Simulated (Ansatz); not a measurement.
# CsH: properties at the relaxed cell

An exercise on one series of results from a longer session: the logs are not shown, and one member is left open.

Method: DFT LDA, scalar-relativistic, plane waves, PAW, in Ansatz 0.2.0.

2 further runs of the same task are left out: 2 set aside as unsound or not needed.

## Starting point

It takes space group Fm-3m (No. 225, cubic). The conventional cell has a = 6.102 Å, b = 6.102 Å, c = 6.102 Å, α = 90.00°, β = 90.00°, γ = 90.00°. Around Cs (site symmetry m-3m) lie 6 H at 3.05 Å. Around H (site symmetry m-3m) lie 6 Cs at 3.05 Å.

As a file:

```cif
data_structure
_symmetry_space_group_name_H-M 'Fm-3m'
_symmetry_Int_Tables_number 225
_cell_length_a 6.1022
_cell_length_b 6.1022
_cell_length_c 6.1022
_cell_angle_alpha 90.000
_cell_angle_beta 90.000
_cell_angle_gamma 90.000
_cell_volume 227.23
loop_
_atom_site_label
_atom_site_type_symbol
_atom_site_symmetry_multiplicity
_atom_site_Wyckoff_symbol
_atom_site_fract_x
_atom_site_fract_y
_atom_site_fract_z
_atom_site_occupancy
Cs1 Cs 4 a 0.00000 0.00000 0.00000 1
H1 H 4 b 0.50000 0.00000 0.00000 1
```

It is the result of an earlier relaxation at this level (volume 28.40 Å³/atom; gap on the mesh: 1.75 eV).

The first run:

input.yaml

```yaml
crystal:
  lattice:
    - [0.0, 3.051118231, 3.051118231]
    - [3.051118231, 0.0, 3.051118231]
    - [3.051118231, 3.051118231, 0.0]
  atoms:
    - { symbol: Cs, position: [0.0, 0.0, 0.0] }
    - { symbol: H, position: [0.5, 0.5, 0.5] }
basis:
  ecutwfc: 420
kpoints:
  mp_grid: { grid: [8, 8, 8] }
  band_path:
    path:
      - [[0.0, 0.0, 0.0], [0.5, 0.0, 0.5], [0.625, 0.25, 0.625]]
      - [[0.375, 0.375, 0.75], [0.0, 0.0, 0.0], [0.5, 0.5, 0.5], [0.5, 0.25, 0.75], [0.5, 0.0, 0.5]]
    npoints: 14
hamiltonian:
  xc: lda
scf:
  occupations: { method: gaussian, width: 0.02 }
  n_extra_bands: 6
output:
  forces: true
  stress: true
  eigenvalues: true
  populations: true
  dos: { projected: true, de: 0.02, nscf_kmesh: { grid: [12, 12, 12] } }
  bader: true
  write_density: true
  write_potential: true
  elf: true
  volumetric_format: npy
```

Launch:

```console
> ansatz run input.yaml --threads 1 --pin off --max-ram 2560MiB --backend cpu --events-out ev --progress --plain --runs-dir out
```

Among the steps run: Electronic structure at the relaxed geometry; Band edges anywhere in the zone; Levels beside the edges; The cell as listed, for comparison; Dielectric function, independent particles; Volume × 0.97; The cell scaled to 1.03 of its volume; The cell scaled to 0.94 of its volume; Volume × 1.06; Point at V/V0 = 0.91; Point at V/V0 = 1.10; The cell scaled to 0.88 of its volume.

One of the session's tables, all rows but one given; the rest of the session is left out.

It belongs to the step «Energy against volume». 

| volume (Å³/atom) | energy above the lowest point (meV/atom) | pressure (GPa) | gap on the mesh (eV) |
| --- | --- | --- | --- |
| 24.995 | 17.8 | 1.88 | 1.51 |
| 25.847 | 9.4 | 1.30 | 1.58 |
| 26.700 | ? | ? | ? |
| 27.552 | 0.8 | 0.35 | 1.70 |
| 28.404 | 0.0 | -0.03 | 1.75 |
| 29.256 | 1.1 | -0.36 | 1.81 |
| 30.108 | 3.8 | -0.65 | 1.85 |
| 31.244 | 9.6 | -0.98 | 1.91 |

**Question.** Estimate the row for volume (Å³/atom) = 26.700.

Worked estimate for «energy above the lowest point (meV/atom)». A straight line through the neighbours (25.847, 9.4) and (27.552, 0.8) gives 9.4 + (0.8 − 9.4) × (26.700 − 25.847) / (27.552 − 25.847) = 5.1; a parabola fitted to 4 rows on both sides gives 3.8.

**Answer.** energy above the lowest point (meV/atom): 3.8; pressure (GPa): 0.79; gap on the mesh (eV): 1.64. In «energy above the lowest point (meV/atom)» the line misses by +1.3 and the parabola by 0.0.
